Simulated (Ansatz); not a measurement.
Mo:

```
Mo
1.0
    -1.58381    1.58381    1.58381
     1.58381   -1.58381    1.58381
     1.58381    1.58381   -1.58381
Mo
1
Direct
  0.00000 0.00000 0.00000
```

| Quantity | Value |
| --- | --- |
| Program | Ansatz 0.2.0 |
| Task | relaxation of cell and atoms |
| Functional | LDA |
| Potentials or basis | Ansatz PAW |
| Cutoff | 420 eV (not typed: the program's choice for these potentials) |
| k mesh | 12 × 12 × 12 |
| Occupations | fermi-dirac, width 0.05 eV |
| Spin | no spin polarisation |

At the start: volume 15.89 Å³/atom.

Where does the relaxation end?

It ends after 4 steps and the volume is 15.06 Å³/atom (-5.2 %); space group Im-3m (No. 229, to 0.05 Å).

Step by step:
```tsv
step	energy change (eV)	largest force (eV/Å)	volume (Å³)
1	0.0000	0.0000	15.89
2	-0.0380	0.0000	15.17
3	-0.0388	0.0000	15.06
4	-0.0388	0.0000	15.06
```

Final structure:
```
Mo
1.0
    -1.55565    1.55565    1.55565
     1.55565   -1.55565    1.55565
     1.55565    1.55565   -1.55565
Mo
1
Direct
  0.00000 0.00000 0.00000
```

Caveat: the plane-wave basis is chosen anew once the cell has moved, so the energies of steps on either side of that aren't comparable; the PAW data sets come from PBE, with cores solved anew for the run's functional, which leaves a small shift of forces and pressure.
